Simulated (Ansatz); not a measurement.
**ScAl₄ (I4/m)**

All numbers below come from DFT PBE, scalar-relativistic, plane waves, PAW (Ansatz).

Settings: cutoff 420 eV, Γ-centred mesh 12×12×12 on the computed 5-atom cell, Gaussian smearing of 0.10 eV; no spin polarisation.

The structure is relaxed at this level of theory with its symmetry kept, and needn't be the ground state of this composition.

```yaml
crystal:
  lattice:
    - [-3.31959, 3.31959, 2.00853]
    - [3.31959, -3.31959, 2.00853]
    - [3.31959, 3.31959, -2.00853]
  atoms:
    - { symbol: Sc, position: [0.50000, 0.50000, 0.00000] }
    - { symbol: Al, position: [0.30357, 0.90463, 0.20820] }
    - { symbol: Al, position: [0.09537, 0.30357, 0.39894] }
    - { symbol: Al, position: [0.90463, 0.69643, 0.60106] }
    - { symbol: Al, position: [0.69643, 0.09537, 0.79180] }
```

| Property | Result |
| --- | --- |
| Space group | I4/m (No. 87) |
| Volume per atom | 17.71 Å³ |
| Formation energy from the elements' standard states (uncorrected) | -0.209 eV/atom |
| Kohn–Sham band gap | none (metal) |
| Density of states at the Fermi level | 2.4 states/eV per cell |
| Orbital (Löwdin) character within 0.5 eV of the Fermi level | Al 3p 43 %, Sc 3d 40 %, Al 3s 11 %, unprojected 4 % |
| Bader charge by site (e) | Sc (1 in the cell) 1.17, Al (4 in the cell) -0.29 |

The cell was found from a structure generator's guess, not taken from experiment. Löwdin shares on free-atom orbitals overweight diffuse shells.
